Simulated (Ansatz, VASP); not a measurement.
**Ni: VASP beside Ansatz**

```
CELL_PARAMETERS angstrom
0.00000 1.77165 1.77165
1.77165 0.00000 1.77165
1.77165 1.77165 0.00000
ATOMIC_POSITIONS crystal
Ni 0.00000 0.00000 0.00000
```

Alike in both runs: task single point; functional PBE; k mesh 14 × 14 × 14; occupations tetrahedron; no spin polarisation.

|  | VASP | Ansatz |
| --- | --- | --- |
| version | VASP 6.6.1 | Ansatz 0.2.0 |
| potentials or method | VASP PAW PBE potentials, release 64 (Ni) | PAW, plane waves, scalar-relativistic |
| plane-wave cutoff (eV) | 520 | 420 |
| valence electrons in the cell | 10 | 18 |

Ansatz gave:

| Quantity | Value |
| --- | --- |
| pressure (GPa) | -5.4 |

Which values does VASP return?

Pressure (GPa): -5.3.

The two sets of potentials don't hold the same shells in valence. Ansatz warned: «band_table_not_solved_further».

Caveats: the run has no spin polarisation, though such a crystal can be magnetic; tetrahedron occupations give inexact forces and stress in metals. Spin polarisation is off, so any magnetic state and its effect on volume and gap are missing.
